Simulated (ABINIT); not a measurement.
The system is C.

```
C
1.0
     0.00000    1.78337    1.78337
     1.78337    0.00000    1.78337
     1.78337    1.78337    0.00000
C
2
Direct
  0.75000 0.75000 0.75000
  0.50000 0.50000 0.50000
```

This isn't the form of C at room conditions, which is graphite.

Base run:

```yaml
Program: ABINIT 10.8.3 (patched build)
Functional: PBE
Potentials_or_basis: PseudoDojo NC SR PBE v0.4.1 standard
Cutoff: 1116 eV
k_mesh: 10 × 10 × 10
Occupations: fermi-dirac, width 0.05 eV
Spin: no spin polarisation
```

Its results: band gap on the k mesh 4.23 eV, indirect (least direct gap 5.62 eV); pressure 1.9 GPa.

Q: After a change of settings the same cell gave: band gap on the k mesh 4.23 eV, indirect (least direct gap 5.63 eV); pressure 1.2 GPa. Which change was it?
A. cutoff from 1116 eV to 1007 eV
B. functional from PBE to PBEsol; potentials or basis from PseudoDojo NC SR PBE v0.4.1 standard to PseudoDojo NC SR PBEsol v0.4.1 standard
C. functional from PBE to PBEsol; potentials or basis from PseudoDojo NC SR PBE v0.4.1 standard to PseudoDojo NC SR PBEsol v0.4 stringent; cutoff from 1116 eV to 1007 eV
D. functional from PBE to LDA; potentials or basis from PseudoDojo NC SR PBE v0.4.1 standard to PseudoDojo NC SR LDA v0.4.1 standard

A: A.

Not every run made on this cell is shown here.
